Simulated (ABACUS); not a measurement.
Runs of ABACUS 3.10.1 on NiO. Symmetry: Fm-3m, No. 225, cubic system. Conventional cell: a = 4.172 Å, b = 4.172 Å, c = 4.172 Å, α = 90.00°, β = 90.00°, γ = 90.00°. Around Ni (site symmetry m-3m) lie 6 O at 2.09 Å. O (site symmetry m-3m) has 6 Ni at 2.09 Å as nearest neighbours. 

```csv
task,level,potentials or basis,cell,k mesh,cutoff (eV),radial cutoff of the potentials (pseudo_rcut),max steps of the relaxation,force threshold,optimiser,stress threshold,pressure (GPa),moment (μB),relaxed volume (Å³/atom)
relaxation of cell and atoms,PBE+D2,"PseudoDojo NC SR 0.4.1 PBE standard, DZP LCAO (the cutoffs set its grid)",relaxed,8 × 8 × 8,1361,7 bohr,60,0.02 eV/Å,cg,0.2 kbar,0.0,1.86,9.36
relaxation of cell and atoms,PBE,"PseudoDojo NC SR 0.4.1 PBE standard, DZP LCAO (the cutoffs set its grid)",relaxed,8 × 8 × 8,1361,7 bohr,60,0.02 eV/Å,cg,0.2 kbar,0.0,(a),(b)
relaxation of cell and atoms,r2SCAN,"SG15 ONCV 1.2 PBE, DZP LCAO (the cutoffs set its grid)",relaxed,8 × 8 × 8,1361,10 bohr,60,0.02 eV/Å,cg,1 kbar,0.0,2.00,9.23
single point,PBEsol,"PseudoDojo NC SR 0.4 PBEsol stringent, plane waves",as given,9 × 9 × 9,1429,10 bohr,-,-,-,-,-5.8,1.65,-
```

Alike in all rows: spin collinear, ferromagnetic start; smearing fermi-dirac 0.05 eV.

Problem. Fill in the values left out.

Solution. (a) 1.87; (b) 9.41.

Caveats: a cell with one magnetic atom can't hold antiferromagnetic order, which such compounds often take; the atomic orbitals were generated for these runs and aren't a published set (some runs); the basis of atomic orbitals isn't converged, which shifts pressures, moduli and gaps (some runs); the potentials were made for another functional, which shifts forces and pressure (some runs).
